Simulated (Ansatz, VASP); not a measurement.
# Two plane-wave programs on Ba3HfO

```
Ba Hf O
1.0
     7.54755    0.00000    0.00000
     0.00000    7.54755    0.00000
     0.00000    0.00000    3.97582
Ba Hf O
3 1 1
Cartesian
  0.0000 3.7738 0.0000
  3.7738 0.0000 0.0000
  3.7738 3.7738 0.0000
  0.0000 0.0000 0.0000
  0.0000 0.0000 1.9879
```

Alike in both runs: functional PBE; k mesh 4 × 4 × 4; occupations gaussian, width 0.1 eV; no spin polarisation.

Ansatz relaxed the structure, and its values are those at the end. VASP's run is a single point on that final structure, the one shown.

```csv
,VASP,Ansatz
version,VASP 6.6.1,Ansatz 0.2.0
potentials or method,"VASP PAW PBE potentials, release 64 (Ba_sv, Hf_pv, O)","scalar-relativistic, plane waves, PAW"
plane-wave cutoff (eV),520,420
valence electrons in the cell,46,62
```

|  | VASP | Ansatz | Ansatz less VASP |
| --- | --- | --- | --- |
| gap on the k mesh at the Fermi level (eV) | none | none | - |
| pressure (GPa) | 0.0 | 0.1 | +0.03 |

A gap of «none» marks a metal or a gap that the smearing closes. The functional is the same, so the differences come from potentials, cutoffs and numerics. The two sets of potentials don't hold the same shells in valence.

Caveats: the k mesh is coarse (spacing up to 0.40 Å⁻¹), so the values aren't converged. Spin-orbit coupling is left out, which matters for the levels of Ba, Hf.
